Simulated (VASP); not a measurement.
Wanted: the native input for a VASP 6.6.1 run.

```yaml
Task: single point
Functional: PBE
Potentials_or_basis: VASP PAW PBE potentials, release 64 (Ta_pv, As)
Cutoff: 520 eV
k_mesh: 6 × 6 × 1
Occupations: fermi-dirac, width 0.05 eV
Spin: no spin polarisation
Hubbard_terms: Ta d U = 6 eV
Dipole_correction: yes
Further_INCAR_settings: ALGO = Fast; EDIFF = 1e-07; NBANDS = 42
```

The structure of TaAs lies in POSCAR:

```
TaAs
1.0
    3.4436267244      0.0000000000      0.0000000000
    0.0000000000      3.4436267244      0.0000000000
    0.0000000000      0.0000000000     24.7720569659
Ta As
4 4
Direct
    0.5000000000      0.5000000000      0.3027604857
    0.0000000000      0.5000000000      0.4211992077
    0.0000000000      0.0000000000      0.5396379297
    0.5000000000      0.0000000000      0.6580766517
    0.0000000000      0.0000000000      0.3419233483
    0.5000000000      0.0000000000      0.4603620703
    0.5000000000      0.5000000000      0.5788007923
    0.0000000000      0.5000000000      0.6972395143
```

These files were run (other wordings do the same):

INCAR

```
SYSTEM = TaAs
PREC = Accurate ; ENCUT = 520
EDIFF = 1E-7 ; ISMEAR = -1
SIGMA = 0.05 ; LREAL = .False.
LASPH = .True. ; NELM = 100
ALGO = Fast ; ISIF = 2
LWAVE = .False. ; LCHARG = .False.
LMAXMIX = 4 ; LDAU = .True.
LDAUTYPE = 2 ; LDAUL = 2 -1
LDAUU = 6 0 ; LDAUJ = 0 0
LDAUPRINT = 1 ; LDIPOL = .True.
IDIPOL = 3 ; DIPOL = 0.5 0.5 0.500
GGA = PE ; NBANDS = 42
```

KPOINTS

```
Automatic mesh
0
Gamma
  6 6 1
  0 0 0
```

Potentials or basis: VASP PAW PBE potentials, release 64 (Ta_pv, As).

The run is started by

```bash
$ cat potpaw_PBE.64/Ta_pv/POTCAR potpaw_PBE.64/As/POTCAR > POTCAR
$ mpirun -np 1 vasp_std > vasp.out
```

Results of the run:

* Largest force: 1.228 eV/Å
* Band gap on the k mesh: none (metal or under the smearing width)

Caveat: U without spin polarisation on a metal has little footing; the U is typed as a test and isn't derived for this compound.

Wall time 7 min on 1 thread of Intel(R) Xeon(R) Platinum 8559C (Emerald Rapids), on a shared host, peak memory 0.47 GiB.
